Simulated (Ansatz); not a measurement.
Runs of Ansatz 0.2.0 on MgO. It takes space group P-6m2 (No. 187, hexagonal). Conventional cell: a = 2.938 Å, b = 2.938 Å, c = 2.680 Å, α = 90.00°, β = 90.00°, γ = 120.00°. Around Mg (site symmetry -6m2) lie 6 O at 2.16 Å. Around O (site symmetry -6m2) lie 6 Mg at 2.16 Å. Measurements of this composition are mostly on another form, of space group No. 225.

```csv
task,level,cell,cutoff (eV),points for each segment of the path,gap on the mesh (eV),pressure (GPa),relaxed volume (Å³/atom)
band structure,HSE06,as given,420,4,4.62,(b),-
band structure,r2SCANh,as given,500,4,4.62,-6.6,-
band structure,r2SCAN0,as given,500,4,5.87,-8.6,-
relaxation of cell and atoms,HSE06,relaxed,420,-,(c),0.0,9.63
band structure,PBEsol0,as given,420,4,5.29,-8.4,-
relaxation of cell and atoms,HSEsol,relaxed,420,-,5.05,0.0,9.45
relaxation of cell and atoms,HSE03,relaxed,420,-,4.70,0.0,9.64
band structure,HSEsol,as given,420,4,4.55,-8.4,-
band structure,PBE0,as given,420,4,5.36,-5.6,-
relaxation of cell and atoms,B3LYP,relaxed,420,-,5.36,0.0,9.78
band structure,B3LYP,as given,420,4,(a),-3.4,-
relaxation of cell and atoms,PBE0,relaxed,420,-,5.69,0.0,9.63
```

Alike in all rows: potentials or basis Ansatz PAW; no spin polarisation; k mesh 5 × 5 × 5; smearing fermi-dirac 0.05 eV; the mesh is coarse, so values aren't converged.

**Question.** Fill in the values left out.

**Answer.** (a) 5.17; (b) -5.7; (c) 4.96.

Caveats: all runs use coarse meshes; the PAW data sets come from PBE, with cores solved anew for the run's functional, which leaves a small shift of forces and pressure; the thresholds are loose for stress (some runs); odd divisions of the mesh miss points on the zone boundary, where band edges often lie, so the gap on the mesh can be too wide (some runs); the plane-wave basis is chosen anew once the cell has moved, so the energies of steps on either side of that aren't comparable (some runs).

A k mesh can miss the band edges.
